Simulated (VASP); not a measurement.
# KI (Fm-3m) in VASP: further runs, part 2 of 2

VASP 6.6.1.

### 4 Relaxation of cell and atoms, PBE

Contents of INCAR:

```
SYSTEM = KI
PREC     = Accurate       ! precision mode
ENCUT    = 600            ! plane-wave cutoff, eV
EDIFF    = 1E-6           ! SCF threshold, eV
ISMEAR   = 0              ! smearing method
SIGMA    = 0.03           ! smearing width, eV
LREAL    = .FALSE.        ! projectors in reciprocal space
LASPH    = .TRUE.         ! aspherical terms in the spheres
NELM     = 80             ! most SCF steps
ALGO     = Normal         ! electronic algorithm
ISIF     = 3              ! what is computed and relaxed
LWAVE    = .FALSE.        ! write WAVECAR
LCHARG   = .FALSE.        ! write CHGCAR
GGA      = PE             ! functional
IBRION   = 2              ! ionic algorithm
NSW      = 90             ! ionic steps
EDIFFG   = -0.01          ! ionic threshold
```

Contents of KPOINTS:

```
Automatic mesh
0
G
  8 8 8
  0 0 0
```

Contents of POSCAR:

```
KI
1.0
    0.0000000000      3.5327750000      3.5327750000
    3.5327750000      0.0000000000      3.5327750000
    3.5327750000      3.5327750000      0.0000000000
K I
1 1
Direct
    0.0000000000      0.0000000000      0.0000000000
    0.5000000000      0.5000000000      0.5000000000
```

Potentials or basis: VASP PAW PBE potentials, release 64 (K_sv, I).

Launch:

```console
$ cat potpaw_PBE.64/K_sv/POTCAR potpaw_PBE.64/I/POTCAR > POTCAR
$ mpirun -np 1 vasp_std > vasp.out
```

OUTCAR:

```text
SYSTEM = KI
   PREC = Accurate
   ENCUT = 600
   EDIFF = 1E-6
   ISMEAR = 0
   LREAL = .FALSE.
   LASPH = .TRUE.
   NELM = 80
   ISIF = 3
   GGA = PE
   IBRION = 2
   NSW = 90
   EDIFFG = -0.01

 ion  position               nearest neighbor table
   1  0.000  0.000  0.000-   2 3.53   2 3.53   2 3.53   2 3.53   2 3.53   2 3.53
   2  0.500  0.500  0.500-   1 3.53   1 3.53   1 3.53   1 3.53   1 3.53   1 3.53

  LATTYP: Found a face centered cubic cell.
 ALAT       =     7.0655500000

  Lattice vectors:

 A1 = (   0.0000000000,   3.5327750000,   3.5327750000)
 A2 = (   3.5327750000,   0.0000000000,   3.5327750000)
 A3 = (   3.5327750000,   3.5327750000,   0.0000000000)

Analysis of symmetry for initial positions (statically):
=====================================================================
 Subroutine PRICEL returns:
 Original cell was already a primitive cell.
[... 305 lines left out ...]
      6      -0.6745      2.00000
      7      -0.6745      2.00000
      8      -0.6745      2.00000
      9       3.1719      0.00000
     10       5.8377      0.00000
     11       5.8377      0.00000
     12       5.8377      0.00000
[... 331 lines left out ...]
 k-point    24 :      -0.3750    0.2500    0.1250
  band No.  band energies     occupation
      1     -29.2703      2.00000
      2     -12.8325      2.00000
      3     -12.7673      2.00000
      4     -12.7606      2.00000
      5     -10.9113      2.00000
      6      -1.6848      2.00000
      7      -1.1669      2.00000
      8      -1.0201      2.00000
      9       5.3030      0.00000
     10       6.1283      0.00000
     11       6.5109      0.00000
     12       7.4871      0.00000

 [... further k-points ...]

------------------------ aborting loop because EDIFF is reached ----------------------------------------

  FORCE on cell =-STRESS in cart. coord.  units (eV):
  Direction    XX          YY          ZZ          XY          YZ          ZX
  --------------------------------------------------------------------------------------
  -------------------------------------------------------------------------------------
  Total        0.0003200      0.0003200      0.0003200      0.0000000     -0.0000000      0.0000000
  in kB        0.0055202      0.0055202      0.0055202      0.0000000     -0.0000000      0.0000000
  external PRESSURE =       0.0055202 kB  Pullay stress =       0.0000000 kB
[... 17 lines left out ...]
  FREE ENERGIE OF THE ION-ELECTRON SYSTEM (eV)
  ---------------------------------------------------
  free  energy   TOTEN  =        -5.5651422817 eV

  energy  without entropy=       -5.5651422817  energy(sigma->0) =       -5.56514228

 reached required accuracy - stopping structural energy minimisation
```

CONTCAR:

```text
KI
   1.00000000000000
     0.0000000000000000    3.5943860769035236    3.5943860769035236
     3.5943860769035236   -0.0000000000000000    3.5943860769035236
     3.5943860769035236    3.5943860769035236   -0.0000000000000000
  K               I
     1     1
Direct
     0.0000000000000000    0.0000000000000000    0.0000000000000000
     0.5000000000000000    0.5000000000000000    0.5000000000000000

  0.00000000E+00  0.00000000E+00  0.00000000E+00
  0.00000000E+00  0.00000000E+00  0.00000000E+00
```

Run time: 2.3 min. Hardware: 1 thread of Intel Xeon Platinum 8488C (Sapphire Rapids), shared host; peak memory 0.26 GiB.

Results:

```
Free energy                            : -5.5651 eV
Relaxed volume                         : 46.44 Å³/atom
Relaxed cell                           : a = 5.083 Å, b = 5.083 Å, c = 5.083 Å, α = 60.00°, β = 60.00°, γ = 60.00°
Space group after relaxing (to 0.05 Å) : Fm-3m (No. 225)
Energy gained by relaxing              : 4.3 meV/atom
Ionic steps                            : 4
Pressure after relaxing                : 0.0 GPa
Band gap on the k mesh                 : 3.85 eV, direct
```

The path:
| step | energy change (eV) | largest force (eV/Å) | pressure (GPa) | volume (Å³) |
| --- | --- | --- | --- | --- |
| 1 | 0.0000 | 0.0000 | 0.62 | 88.18 |
| 2 | -0.0063 | 0.0000 | 0.31 | 90.38 |
| 3 | -0.0085 | 0.0000 | -0.05 | 93.30 |
| 4 | -0.0086 | 0.0000 | 0.00 | 92.88 |

Final structure:
```
CELL_PARAMETERS angstrom
0.00000 3.59439 3.59439
3.59439 0.00000 3.59439
3.59439 3.59439 0.00000
ATOMIC_POSITIONS crystal
K 0.00000 0.00000 0.00000
I 0.50000 0.50000 0.50000
```

Levels at points of the mesh, in eV from the valence-band top:
```csv
k point,band 4,band 5,band 6,band 7,band 8,band 9,band 10,band 11,band 12
"(0.00, 0.00, 0.00)",-12.08,-10.43,0.00,0.00,0.00,3.85,6.51,6.51,6.51
"(0.50, 0.00, 0.00)",-12.08,-10.21,-1.21,-0.30,-0.30,5.47,7.55,8.04,8.04
"(0.50, 0.50, 0.00)",-12.09,-10.31,-0.92,-0.34,-0.34,5.01,5.65,8.04,8.55
```

Caveat: spin-orbit coupling is left out, which moves the levels of the heavy elements. Expect the measured gap to be larger: semilocal functionals such as PBE lack the derivative discontinuity.

### 5 Relaxation of cell and atoms, PBE

This run uses another cell than the first one, of 46.44 Å³/atom, 1.053 times its volume.

Changes to INCAR since step 4:

```diff
@@ -3,3 +3,3 @@
 ENCUT    = 600            ! plane-wave cutoff, eV
-EDIFF    = 1E-6           ! SCF threshold, eV
+EDIFF    = 1E-7           ! SCF threshold, eV
 ISMEAR   = 0              ! smearing method
@@ -16,2 +16,2 @@
 NSW      = 90             ! ionic steps
-EDIFFG   = -0.01          ! ionic threshold
+EDIFFG   = -0.005         ! ionic threshold
```

KPOINTS is that of step 4.

Contents of POSCAR:

```
KI                                      
1.0
    0.0000000000      3.5943860769      3.5943860769
    3.5943860769     -0.0000000000      3.5943860769
    3.5943860769      3.5943860769     -0.0000000000
  K               I             
     1     1
Direct
     0.0000000000000000    0.0000000000000000    0.0000000000000000
     0.5000000000000000    0.5000000000000000    0.5000000000000000
```

Launch:

```console
$ cat potpaw_PBE.64/K_sv/POTCAR potpaw_PBE.64/I/POTCAR > POTCAR
$ mpirun -np 1 vasp_std > vasp.out
```

Run time: 61 s. Hardware: 1 thread of Intel Xeon Platinum 8488C (Sapphire Rapids), shared host; peak memory 0.26 GiB.

It converged, with:

```
Free energy             : -5.5653 eV
Pressure after relaxing : 0.0 GPa
Band gap on the k mesh  : 3.85 eV, direct
```

Final structure:
```
K I
1.0
     0.00000    3.59439    3.59439
     3.59439    0.00000    3.59439
     3.59439    3.59439    0.00000
K I
1 1
Direct
  0.00000 0.00000 0.00000
  0.50000 0.50000 0.50000
```

Levels at points of the mesh, in eV from the valence-band top:
| k point | band 6 | band 7 | band 8 | band 9 | band 10 | band 11 |
| --- | --- | --- | --- | --- | --- | --- |
| (0.00, 0.00, 0.00) | 0.00 | 0.00 | 0.00 | 3.85 | 6.51 | 6.51 |
| (0.50, 0.00, 0.00) | -1.21 | -0.30 | -0.30 | 5.47 | 7.55 | 8.04 |
| (0.50, 0.50, 0.00) | -0.92 | -0.34 | -0.34 | 5.01 | 5.65 | 8.04 |

Caveat: the relaxation stopped at its first step, so nothing moved; spin-orbit coupling is left out, which moves the levels of the heavy elements.

### 6 Overview

| task | level | cell | gap on the mesh (eV) | pressure (GPa) |
| --- | --- | --- | --- | --- |
| relaxation of the atoms | PBE+D3(BJ) | atoms relaxed from: a relaxed cell with its volume scaled by 1.04 | 3.92 | -0.5 |
| relaxation of the atoms | PBE+D3(BJ) | atoms relaxed from: a relaxed cell with its volume scaled by 1.06 | 3.88 | -0.7 |
| relaxation of cell and atoms | PBE | relaxed | 3.85 | 0.0 |

Alike in all rows: potentials or basis VASP PAW PBE potentials, release 64 (K_sv, I); no spin polarisation; k mesh 8 × 8 × 8; cutoff (eV) 600; smearing gaussian 0.03 eV.

Caveats: the relaxation stopped at its first step, so nothing moved; spin-orbit coupling is left out, which moves the levels of the heavy elements.

Total energies depend on the potentials used, so only differences within one code and one set of settings carry meaning.
